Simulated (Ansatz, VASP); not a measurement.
## PbF2: VASP beside Ansatz

```
CELL_PARAMETERS angstrom
0.00000 2.96044 2.96044
2.96044 0.00000 2.96044
2.96044 2.96044 0.00000
ATOMIC_POSITIONS crystal
Pb 0.00000 0.00000 0.00000
F 0.25000 0.25000 0.25000
F 0.75000 0.75000 0.75000
```

Alike in both runs: task single point; functional PBE; dispersion D4; k mesh 6 × 6 × 6; no spin polarisation.

|  | VASP | Ansatz |
| --- | --- | --- |
| version | VASP 6.6.1 | Ansatz 0.2.0 |
| potentials or method | VASP PAW PBE potentials, release 64 (Pb_d, F) | plane waves |
| plane-wave cutoff (eV) | 520 | 420 |
| occupations | gaussian, width 0.01 eV | fixed |
| valence electrons in the cell | 28 | 28 |

Ansatz gave:

* gap on the k mesh at the Fermi level (eV): 4.44
* pressure (GPa): 4.1
* dispersion energy (meV/atom): -181.8

Question: Estimate VASP's values.

Answer: gap on the k mesh at the Fermi level (eV): 4.44; pressure (GPa): 3.9; dispersion energy (meV/atom): -181.7.

Ansatz warned: «dispersion_switch_in_reach».

Caveats: spin-orbit coupling is left out, which as a rule narrows the gap of such compounds by several tenths of an eV. PBE gaps usually lie below the measured ones, often by a third to a half. A k mesh can miss the band edges.
